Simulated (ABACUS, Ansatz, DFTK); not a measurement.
# PbTe: energy against volume and a worked fit

```yaml
crystal:
  lattice:
    - [0.00000, 3.23100, 3.23100]
    - [3.23100, 0.00000, 3.23100]
    - [3.23100, 3.23100, 0.00000]
  atoms:
    - { symbol: Pb, position: [0.00000, 0.00000, 0.00000] }
    - { symbol: Te, position: [0.50000, 0.50000, 0.50000] }
```

The cell was scaled at fixed shape and fractions and run with Ansatz, Ansatz PAW, cutoff 420 eV; PBEsol, k mesh 7 × 7 × 7 on the cell of 2 atoms, fermi-dirac occupations of 0.05 eV, no spin polarisation, no spin-orbit coupling. The potentials were made for PBE. Energies are those that the program minimises, any entropy of the smearing included.

| V (Å³/atom) | energy over the lowest row (meV/atom) |
| --- | --- |
| 31.7058 | 13.025 |
| 32.3804 | 4.316 |
| 33.0550 | 0.138 |
| 33.7296 | 0.000 |
| 34.4042 | 3.482 |
| 35.0788 | ? |
| 35.7533 | 19.807 |

**Question.** Fit the third-order Birch-Murnaghan form, give V0, B0 and B′, and predict the energy left open.

**Answer.** With y = (V0/V)^(2/3), E = E0 + (9 V0 B0/16) [(y - 1)³ B′ + (y - 1)² (6 - 4y)]. Least squares through the rows shown give V0 = 33.4131 Å³/atom, E0 = -0.411 meV, B0 = 44.79 GPa (1 eV/Å³ = 160.218 GPa) and B′ = 4.54, with a largest miss of 0.002 meV. At V = 35.0788 the form with these constants gives 10.199 meV; the run gave 10.197 meV an atom. Other set-ups at this level, from all their volumes (Å³/atom, GPa): ABACUS, PseudoDojo NC SR 0.4.1 PBEsol standard, plane waves: V0 33.445, B0 44.91; Ansatz, PseudoDojo PBEsol stringent: V0 33.428, B0 44.73; Ansatz, PseudoDojo PBEsol: V0 33.355, B0 44.9; DFTK, PseudoDojo SR PBEsol 0.4.1 standard (PBEsol): V0 33.446, B0 44.9. Measured volume: 33.71 Å³/atom at 300 K (pmc:10701875, doi:10.1021/acsomega.3c06502), so the fit lies -0.9 % from it. The runs are for a static lattice.
